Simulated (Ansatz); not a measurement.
A nudged elastic band was laid between two geometries of a periodic cell of 19 atoms, La$_{8}$O$_{11}$ (host La2O3, host structure P-3m1, one O atom removed).

Method: DFT PBE, scalar-relativistic, plane waves, PAW (Ansatz). Settings: PAW set soft_1, cutoff 420 eV, k mesh 2x2x2, gaussian smearing 0.05 eV, no spin polarisation.

```json
{"movable images": "5", "climbing image": "yes", "spring": "10.0 eV/Å²", "optimiser": "lbfgs", "start path": "IDPP", "force threshold": "0.03 eV/Å", "iteration limit": "58", "end points": "relaxed"}
```

Initial state:

```xyz
19
Lattice="-3.9308 -6.8083 0.0000 5.8962 -3.4042 0.0000 0.0000 0.0000 6.1120" Properties=species:S:1:pos:R:3
La 1.992 -5.687 4.896
La -0.024 -4.524 1.514
O 0.138 -4.617 3.871
O -0.066 -6.857 0.002
La 0.002 -2.301 4.595
La 3.984 -4.500 1.553
O -0.004 -2.277 2.177
O 3.856 -4.582 3.910
O -1.812 -3.492 -0.085
La 3.914 -2.258 4.622
La 1.963 -1.132 1.502
O 3.914 -2.258 2.201
O 1.947 -1.123 3.935
O 1.975 -3.321 0.002
La -1.936 -5.657 4.595
La 1.959 -8.007 1.552
O -1.960 -5.664 2.177
O 1.966 -7.854 3.910
O -0.058 0.035 -0.030
```

Final state:

```xyz
19
Lattice="-3.9308 -6.8083 0.0000 5.8962 -3.4042 0.0000 0.0000 0.0000 6.1120" Properties=species:S:1:pos:R:3
La 1.918 -5.716 4.568
La 0.005 -4.510 1.526
O 0.009 -4.534 3.944
O 0.063 -6.845 0.035
La 0.028 -2.286 4.607
La 3.911 -4.527 1.228
O -0.129 -2.195 2.250
O 2.045 -5.635 2.211
O -1.968 -3.485 0.005
La 3.944 -2.207 4.568
La 1.943 -1.154 1.526
O 3.937 -2.358 2.211
O 1.966 -1.145 3.944
O 1.825 -3.323 0.095
La -1.954 -5.680 4.620
La 1.990 -7.957 1.499
O -1.940 -5.688 2.184
O 1.991 -7.958 3.920
O 0.069 0.043 0.005
```

Problem. Which bonds break or form, and what moves?

Solution. Contacts lost: La5–O8, O8–La10. Contacts made: La2–O8, O8–La16. The atom that moves furthest is O8, by 2.70 Å; four of its nearest neighbours are La6 2.36, La1 2.38, La5 2.43, La10 2.43 Å at the first end and La1 2.36, La6 2.38, La2 2.43, La16 2.43 Å at the last.

Problem. What energy profile does the band end with?

Solution. The forces met the threshold. The highest image is number 3 of 0 to 6, 1.19 eV above the ends, which have the same energy within 2 meV. By the program's own check the climbing image is a first-order saddle point (lowest curvatures found: -2.22 and 0.13 eV/Å²). Limits of this set-up: coarse k mesh, no spin, though dangling bonds at a vacancy may carry it, a small cell, in which the defect meets its images.

```
image  path coordinate (Å)  energy (eV)  La5–O8 (Å)  O8–La10 (Å)  La2–O8 (Å)
    0                 0.00         0.00        2.43         2.43        4.56
    1                 0.48         0.29        2.72         2.61        4.13
    2                 0.96         0.90        3.11         2.91        3.68
    3                 1.44         1.19        3.48         3.30        3.27
    4                 1.92         0.90        3.84         3.70        2.89
    5                 2.41         0.29        4.21         4.15        2.59
    6                 2.89         0.00        4.56         4.57        2.43
```

Problem. What is the geometry of the highest image?

Solution. 
```xyz
19
Lattice="-3.9308 -6.8083 0.0000 5.8962 -3.4042 0.0000 0.0000 0.0000 6.1120" Properties=species:S:1:pos:R:3
La 1.915 -5.723 4.881
La 0.017 -4.485 1.566
O 0.022 -4.586 3.921
O -0.052 -6.950 -0.039
La 0.022 -2.343 4.591
La 3.985 -4.503 1.244
O -0.040 -2.238 2.230
O 2.884 -4.991 3.065
O -1.839 -3.515 0.018
La 3.900 -2.233 4.555
La 1.976 -1.143 1.505
O 3.973 -2.277 2.193
O 1.928 -1.155 3.933
O 1.850 -3.302 -0.003
La -1.963 -5.685 4.618
La 2.015 -8.008 1.534
O -1.904 -5.677 2.180
O 1.952 -7.923 3.901
O 0.062 0.118 0.031
```

Run time: 19 min on 2 threads of Arm Neoverse V2 (shared host), peak memory 1.6 GiB.
